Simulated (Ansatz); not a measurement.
# BaO: the cell at several levels of theory

The task here is to estimate one member of a computed series from the others.

Program: Ansatz 0.2.0. PAW datasets, plane waves, zero pressure. (Simulation; spin polarisation is off.)

### Starting point

Space group Fm-3m (No. 225), cubic; conventional cell a = 5.500 Å, 20.80 Å³ an atom. Ba has 6 O at 2.75 Å; O has 6 Ba at 2.75 Å.

As a file:

```cif
data_structure
_symmetry_space_group_name_H-M 'P 1'
_symmetry_Int_Tables_number 1
_cell_length_a 3.8891
_cell_length_b 3.8891
_cell_length_c 3.8891
_cell_angle_alpha 60.000
_cell_angle_beta 60.000
_cell_angle_gamma 60.000
_cell_volume 41.59
loop_
_atom_site_label
_atom_site_type_symbol
_atom_site_fract_x
_atom_site_fract_y
_atom_site_fract_z
_atom_site_occupancy
Ba1 Ba 0.00000 0.00000 0.00000 1
O1 O 0.50000 0.50000 0.50000 1
```

The first run:

input.yaml

```yaml
crystal:
  lattice:
    - [0.0, 2.75, 2.75]
    - [2.75, 0.0, 2.75]
    - [2.75, 2.75, 0.0]
  atoms:
    - { symbol: Ba, position: [0.0, 0.0, 0.0] }
    - { symbol: O, position: [0.5, 0.5, 0.5] }
kpoints:
  mp_grid: { grid: [8, 8, 8] }
hamiltonian:
  xc: pbe
scf:
  occupations: { method: fermi_dirac, width: 0.02 }
relax:
  f_tol: 0.005
  cell: {}
```

On the command line:

```console
$ ansatz run input.yaml --threads 2 --pin off --max-ram 4608MiB --backend cpu --events-out ev --progress --plain --runs-dir out
```

Among the steps run: Relaxation with PBE; Relaxation with r2SCAN; Relaxing with PBEsol; Relaxing with LDA; Relaxation with HSE06.

One table of the session follows, with a row left open; its other results are not shown here.

```
 level  a (Å)  volume (Å³/atom)
   PBE  5.573            21.640
r2SCAN      ?                 ?
PBEsol  5.490            20.684
   LDA  5.434            20.060
 HSE06  5.532            21.162
```

Estimate the missing values for r2SCAN.

**Answer.** a (Å): 5.544; volume (Å³/atom): 21.299. In the column «a (Å)» it lies between HSE06 (5.532) and PBE (5.573).

In words: From the start to the first minimum the volume moved by +4.1 %. LDA gives the smallest cell and PBE the largest; they differ by 7.9 % in volume, a mean of 2.6 % in length. The meshes differ: PBE 8×8×8, r2SCAN 8×8×8, PBEsol 8×8×8, LDA 8×8×8, HSE06 6×6×6.
